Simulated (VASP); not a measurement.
Here is a VASP 6.6.1 calculation.

INCAR

```
  ALGO = Normal
  EDIFF = 1E-6
  EDIFFG = -0.01
  ENCUT = 600
  GGA = PE
  IBRION = 2
  ISIF = 3
  ISMEAR = 1
  LASPH = T
  LCHARG = F
  LREAL = F
  LWAVE = F
  NELM = 80
  NSW = 90
  PREC = Accurate
  SIGMA = 0.1
```

Contents of KPOINTS:

```
k-points
0
Gamma
  16 16 16
```

File POSCAR:

```
Rh
1.0
    0.0000000000      1.8978500000      1.8978500000
    1.8978500000      0.0000000000      1.8978500000
    1.8978500000      1.8978500000      0.0000000000
Rh
1
Direct
    0.0000000000      0.0000000000      0.0000000000
```

Potentials or basis: VASP PAW PBE potentials, release 64 (Rh_pv).

Run with:

```bash
$ cat potpaw_PBE.64/Rh_pv/POTCAR > POTCAR
$ mpirun -np 1 vasp_std > vasp.out
```

Q: What does it give for the band gap on the k mesh?

A: None (metal or under the smearing width).

Q: Estimate the space group after relaxing (to 0.05 Å).

A: Fm-3m (No. 225).

The path:
```csv
step,energy change (eV),largest force (eV/Å),pressure (GPa),volume (Å³)
1,0.0000,0.0000,7.36,13.67
2,0.0336,0.0000,-13.73,14.95
3,-0.0082,0.0000,-0.07,14.05
```

PBE usually gives volumes a little too large and moduli too small. Zero-point motion and thermal expansion aren't in these numbers.
